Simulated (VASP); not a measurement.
Wanted: the native input for a VASP 6.6.1 run.

```yaml
Task: single point
Functional: PBE
Potentials_or_basis: VASP PAW PBE potentials, release 64 (Ti_sv)
Cutoff: 520 eV
k_mesh: 4 × 4 × 4
Occupations: gaussian, width 0.1 eV
Spin: no spin polarisation
Dipole_correction: no
Further_INCAR_settings: ALGO = Normal; EDIFF = 1e-06; NBANDS = 25
```

The structure of Ti lies in POSCAR:

```
Ti
1.0
    3.9572428200      0.0000000000      0.0000000000
    0.0000000000      3.9572428200      0.0000000000
    0.0000000000      0.0000000000      3.9572428200
Ti
3
Direct
    0.5000000000      0.0000000000      0.0000000000
    0.0000000000      0.5000000000      0.0000000000
    0.0000000000      0.0000000000      0.5000000000
```

The cell was built by a generator and needn't be a form met in nature.

The cell isn't the ideal one: random cell by space group and Wyckoff sites (Pm-3m, No. 221).

These files were run (other wordings do the same):

INCAR

```
ALGO     = Normal         # electronic algorithm
EDIFF    = 1E-6           # SCF threshold, eV
ENCUT    = 520            # plane-wave cutoff, eV
GGA      = PE             # functional
ISIF     = 2              # what is computed and relaxed
ISMEAR   = 0              # smearing method
LASPH    = True           # aspherical terms in the spheres
LCHARG   = False          # write CHGCAR
LREAL    = False          # projectors in reciprocal space
LWAVE    = False          # write WAVECAR
NBANDS   = 25             # bands
NELM     = 80             # most SCF steps
PREC     = Accurate       # precision mode
SIGMA    = 0.1            # smearing width, eV
```

KPOINTS

```
k-points
0
Gamma
  4 4 4
```

Potentials or basis: VASP PAW PBE potentials, release 64 (Ti_sv).

Run with:

```bash
$ cat potpaw_PBE.64/Ti_sv/POTCAR > POTCAR
$ mpirun -np 1 vasp_std > vasp.out
```

Results of the run:

The pressure is -2.9 GPa and the band gap on the k mesh is none (metal or under the smearing width).

Caveat: the k mesh is coarse (spacing up to 0.40 Å⁻¹), so the values aren't converged.

Wall time 43 s on 1 thread of AMD EPYC 7R43 64-Core Processor (Zen 3), with other jobs on the host, peak memory 0.13 GiB.
